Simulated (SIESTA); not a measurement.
Crystal: Ga.

```
CELL_PARAMETERS angstrom
1.38300 -4.02650 0.00000
1.38300 4.02650 0.00000
-0.11745 0.00000 3.32993
ATOMIC_POSITIONS crystal
Ga 0.13100 0.86900 0.75000
Ga 0.86900 0.13100 0.25000
```

This isn't the form of Ga at room conditions, which is orthorhombic.

| Quantity | Value |
| --- | --- |
| Program | SIESTA 5.4.2 |
| Task | single point |
| Functional | PBE |
| Potentials or basis | PseudoDojo 0.4 standard (PBE files) |
| Basis | DZP (energy shift 0.003 Ry; two zetas on semicore shells) |
| Grid cutoff | 800 Ry |
| Energy shift | 0.003 Ry |
| k mesh | 10 × 10 × 8 |
| Occupations | fermi-dirac, width 0.05 eV |
| Spin | no spin polarisation |

On this cell: pressure 1.0 GPa; largest force 0.119 eV/Å; band gap on the k mesh none (metal or under the smearing width).

The same run follows on a disturbed copy (atoms moved at random, drawn with an rms of 0.05 Å):

```
CELL_PARAMETERS angstrom
1.38300 -4.02650 0.00000
1.38300 4.02650 0.00000
-0.11745 0.00000 3.32993
ATOMIC_POSITIONS crystal
Ga 0.11699 0.85684 0.74834
Ga 0.86667 0.13242 0.23663
```

Q: What changes?

A: The energy (extrapolated to zero smearing) moves by +0.2 meV/atom; pressure 1.0 GPa; largest force 0.133 eV/Å; band gap on the k mesh none (metal or under the smearing width).

Forces in eV/Å, atoms in the order of the input:
```
Ga   0.000 -0.107 -0.080
Ga   0.000  0.107  0.080
```

Stress tensor (GPa, compression positive):
```
 1.44 -0.01  0.32
-0.01  1.35  0.14
 0.32  0.14  0.19
```

Caveats: the basis of atomic orbitals isn't converged, which shifts pressures, moduli and gaps.
